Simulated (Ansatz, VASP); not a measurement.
Given: the input of a run of VASP 6.6.1 on KF.

INCAR

```
  PREC = Accurate
  ENCUT = 520
  EDIFF = 1E-7
  ISMEAR = 0
  SIGMA = 0.02
  LREAL = False
  LASPH = True
  NELM = 150
  ALGO = Normal
  ISIF = 2
  LWAVE = False
  LCHARG = False
  ISPIN = 2
  MAGMOM = 0.5 0
  LORBIT = 11
  NBANDS = 19
```

The input KPOINTS:

```
Automatic mesh
0
Gamma
  8 8 8
```

The input POSCAR:

```
KF
1.0
    3.2149096683      0.0000000000      0.0000000000
    0.0000000000      3.2149096683      0.0000000000
    0.0000000000      0.0000000000      3.2149096683
K F
1 1
Direct
    0.0000000000      0.0000000000      0.0000000000
    0.5000000000      0.5000000000      0.5000000000
```

Potentials or basis: VASP PAW LDA potentials, release 64 (K_sv, F).

Command:

```bash
$ cat potpaw_LDA.64/K_sv/POTCAR potpaw_LDA.64/F/POTCAR > POTCAR
$ mpirun -np 1 vasp_std > vasp.out
```

Problem. Translate it to Ansatz 0.2.0. Potentials there: Ansatz PAW.

Solution. As run (the cutoff follows the program's own potentials):

The input input.yaml:

```yaml
crystal:
  lattice:
    - [3.2149096683, 0.0, 0.0]
    - [0.0, 3.2149096683, 0.0]
    - [0.0, 0.0, 3.2149096683]
  atoms:
    - { symbol: K, position: [0.0, 0.0, 0.0], spin: 0.5 }
    - { symbol: F, position: [0.5, 0.5, 0.5] }
hamiltonian:
  xc: lda
  pseudopotentials: { kind: paw }
magnetization:
  spin_polarized: true
kpoints:
  mp_grid: { grid: [8, 8, 8] }
scf:
  occupations: { method: gaussian, width: 0.02 }
output:
  forces: true
  stress: true
  eigenvalues: true
```

Potentials or basis: Ansatz PAW.

Run with:

```console
$ ansatz run input.yaml --threads 1 --pin off --max-ram 2560MiB --backend cpu --events-out ev --progress --plain --runs-dir out
```

Both were run:

|  | VASP | Ansatz | Ansatz less VASP |
| --- | --- | --- | --- |
| gap on the k mesh at the Fermi level (eV) | 6.20 | 6.21 | +0.016 |
| least direct gap on the mesh (eV) | 6.24 | 6.25 | +0.014 |
| pressure (GPa) | -4.7 | -4.8 | -0.12 |
| net moment per atom (μB) | 0.00 | 0.00 | 0.000 |

Caveats: the pressure holds a Pulay correction of +0.5 GPa for the finite cutoff (Ansatz); the PAW data sets come from PBE, with cores solved anew for the run's functional, which leaves a small shift of forces and pressure (Ansatz); the starting moments weren't kept (Ansatz). A k mesh can miss the band edges. As with any semilocal functional, this LDA gap is likely too small.
